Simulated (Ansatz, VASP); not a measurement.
**Two plane-wave programs on Al**

Contents of INCAR:

```
  PREC = Accurate
  ENCUT = 520
  EDIFF = 1E-6
  ISMEAR = -1
  SIGMA = 0.05
  LREAL = Auto
  LASPH = T
  NELM = 100
  ALGO = Normal
  ISIF = 2
  LWAVE = F
  LCHARG = F
  GGA = PE
  IVDW = 12
  NBANDS = 42
```

Contents of KPOINTS:

```
Automatic mesh
0
Gamma
  3 3 3
```

Contents of POSCAR:

```
Al
1.0
    4.2186830273      2.4356577814     -4.8668500000
   -0.0000000001     -4.8713155628     -4.8668500000
   -4.2186830272      2.4356577814     -4.8668500000
Al
18
Direct
    0.9722222222      0.3055555556      0.9722222222
    0.9722222222      0.9722222222      0.3055555556
    0.3055555556      0.3055555556      0.6388888889
    0.6388888889      0.3055555556      0.3055555556
    0.3055555556      0.9722222222      0.9722222222
    0.9722222222      0.6388888889      0.6388888889
    0.3055555556      0.6388888889      0.3055555556
    0.6388888889      0.9722222222      0.6388888889
    0.6388888889      0.6388888889      0.9722222222
    0.0277777778      0.3611111111      0.3611111111
    0.0277777778      0.0277777778      0.6944444444
    0.3611111111      0.3611111111      0.0277777778
    0.6944444444      0.3611111111      0.6944444444
    0.3611111111      0.0277777778      0.3611111111
    0.0277777778      0.6944444444      0.0277777778
    0.3611111111      0.6944444444      0.6944444444
    0.6944444444      0.0277777778      0.0277777778
    0.6944444444      0.6944444444      0.3611111111
```

Input for Ansatz:

```yaml
crystal:
  lattice:
    - [4.2186830273, 2.4356577814, -4.86685]
    - [-1.0e-10, -4.8713155628, -4.86685]
    - [-4.2186830272, 2.4356577814, -4.86685]
  atoms:
    - { symbol: Al, position: [0.9722222222, 0.3055555556, 0.9722222222] }
    - { symbol: Al, position: [0.9722222222, 0.9722222222, 0.3055555556] }
    - { symbol: Al, position: [0.3055555556, 0.3055555556, 0.6388888889] }
    - { symbol: Al, position: [0.6388888889, 0.3055555556, 0.3055555556] }
    - { symbol: Al, position: [0.3055555556, 0.9722222222, 0.9722222222] }
    - { symbol: Al, position: [0.9722222222, 0.6388888889, 0.6388888889] }
    - { symbol: Al, position: [0.3055555556, 0.6388888889, 0.3055555556] }
    - { symbol: Al, position: [0.6388888889, 0.9722222222, 0.6388888889] }
    - { symbol: Al, position: [0.6388888889, 0.6388888889, 0.9722222222] }
    - { symbol: Al, position: [0.0277777778, 0.3611111111, 0.3611111111] }
    - { symbol: Al, position: [0.0277777778, 0.0277777778, 0.6944444444] }
    - { symbol: Al, position: [0.3611111111, 0.3611111111, 0.0277777778] }
    - { symbol: Al, position: [0.6944444444, 0.3611111111, 0.6944444444] }
    - { symbol: Al, position: [0.3611111111, 0.0277777778, 0.3611111111] }
    - { symbol: Al, position: [0.0277777778, 0.6944444444, 0.0277777778] }
    - { symbol: Al, position: [0.3611111111, 0.6944444444, 0.6944444444] }
    - { symbol: Al, position: [0.6944444444, 0.0277777778, 0.0277777778] }
    - { symbol: Al, position: [0.6944444444, 0.6944444444, 0.3611111111] }
basis:
  ecutwfc: 420
kpoints:
  mp_grid: { grid: [3, 3, 3], shift: [0.0, 0.0, 0.0] }
hamiltonian:
  xc: pbe
  dispersion: d3bj
scf:
  occupations: { method: fermi_dirac, width: 0.05 }
output:
  forces: true
  stress: true
  eigenvalues: true
```

Alike in both runs: task single point; functional PBE; dispersion D3(BJ); k mesh 3 × 3 × 3; occupations fermi-dirac, width 0.05 eV; no spin polarisation.

```csv
,VASP,Ansatz
version,VASP 6.6.1,Ansatz 0.2.0
potentials or method,"VASP PAW PBE potentials, release 64 (Al)","scalar-relativistic, plane waves, PAW"
plane-wave cutoff (eV),520,420
valence electrons in the cell,54,54
```

```tsv
	VASP	Ansatz	Ansatz less VASP
gap on the k mesh at the Fermi level (eV)	none	none	-
pressure (GPa)	-2.9	-2.9	-0.02
largest component of the traceless stress (GPa)	1.55	1.55	+0.005
rms of the force components (eV/Å)	0.004	0.004	-0.0001
```

Atom by atom the forces differ by 0.000 eV/Å (rms over components). A gap of «none» marks a metal or a gap that the smearing closes.

Caveats: pairwise dispersion overbinds metals, which lowers pressure and volume.
